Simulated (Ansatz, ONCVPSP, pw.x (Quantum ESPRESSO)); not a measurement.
Which Ti potential is closest to all-electron in the fcc crystal?

All use PBE, scalar-relativistic, no spin, cutoffs from each file’s atomic test, pw.x 7.5; 14³ k-points, Fermi–Dirac smearing 0.01 Ry. Δ is the rms difference from all-electron LAPW of the E(V) curves that follow from fits to the pressures, over ±6 % in volume. Mesh and smearing are coarse and serve the comparison alone. The files are a selection: those with a ghost or negative overlap were mostly not run, and those with noisy or unconverged pressures or nearly equal Δ are left out.

All-electron: a0 = 4.119 Å (V0 = 17.47 Å³/atom), B0 = 106.1 GPa.

Task: Rank them by Δ, smallest first.
A. optimised norm-conserving Vanderbilt (ONCV), ONCVPSP 4.0.1.1 (patched build), PBE; core [Ne], reference 3s2 3p6 3d2 4s2; waves: 3s+4s: rc 1.45 bohr, ncon 4, nbas 8, qcut 7.5 1/bohr, 2 projectors; 3p: rc 1.40 bohr, ncon 3, nbas 7, qcut 10.8 1/bohr, 2 projectors, debl 1.6 Ha; 3d: rc 1.35 bohr, ncon 4, nbas 9, qcut 10.1 1/bohr, 2 projectors, debl 1.3 Ha; local part: polynomial inside 0.90 bohr (lpopt 4, dvloc0 6 Ha); core correction: Teter function, fcfact 2.5, rcfact 1.6.
B. optimised norm-conserving Vanderbilt (ONCV), ONCVPSP 4.0.1.1 (patched build), PBE; core [Ne], reference 3s2 3p6 3d2 4s2; waves: 3s+4s: rc 1.85 bohr, ncon 4, nbas 8, qcut 5.6 1/bohr, 2 projectors; 3p: rc 1.50 bohr, ncon 5, nbas 9, qcut 8.7 1/bohr, 1 projector; 3d: rc 1.60 bohr, ncon 4, nbas 7, qcut 10.9 1/bohr, 2 projectors, debl 3.9 Ha; local part: polynomial inside 1.10 bohr (lpopt 4, dvloc0 2 Ha); core correction: none.
C. optimised norm-conserving Vanderbilt (ONCV), ONCVPSP 4.0.1.1 (patched build), PBE; core [Ne], reference 3s2 3p6 3d2 4s1.5 4p0.5; waves: 3s+4s: rc 2.00 bohr, ncon 3, nbas 7, qcut 5.6 1/bohr, 2 projectors; 3p+4p: rc 2.15 bohr, ncon 4, nbas 9, qcut 6.7 1/bohr, 2 projectors; 3d: rc 2.55 bohr, ncon 4, nbas 8, qcut 6.8 1/bohr, 2 projectors, debl 0.6 Ha; local part: polynomial inside 1.60 bohr (lpopt 5, dvloc0 3 Ha); core correction: Teter function, fcfact 4, rcfact 1.5.
D. optimised norm-conserving Vanderbilt (ONCV), ONCVPSP 4.0.1.1 (patched build), PBE; core [Ne], reference 3s2 3p6 3d2 4s1.75 4p0.25; waves: 3s+4s: rc 1.85 bohr, ncon 4, nbas 8, qcut 6.7 1/bohr, 2 projectors; 3p+4p: rc 2.15 bohr, ncon 4, nbas 8, qcut 7.1 1/bohr, 3 projectors, debl 2.5 Ha; 3d: rc 2.60 bohr, ncon 4, nbas 8, qcut 5.4 1/bohr, 1 projector; local part: polynomial inside 1.45 bohr (lpopt 5, dvloc0 -1 Ha); core correction: none.

Result: A (0.3 meV/atom), B (0.6 meV/atom), C (1.4 meV/atom), D (10.7 meV/atom).
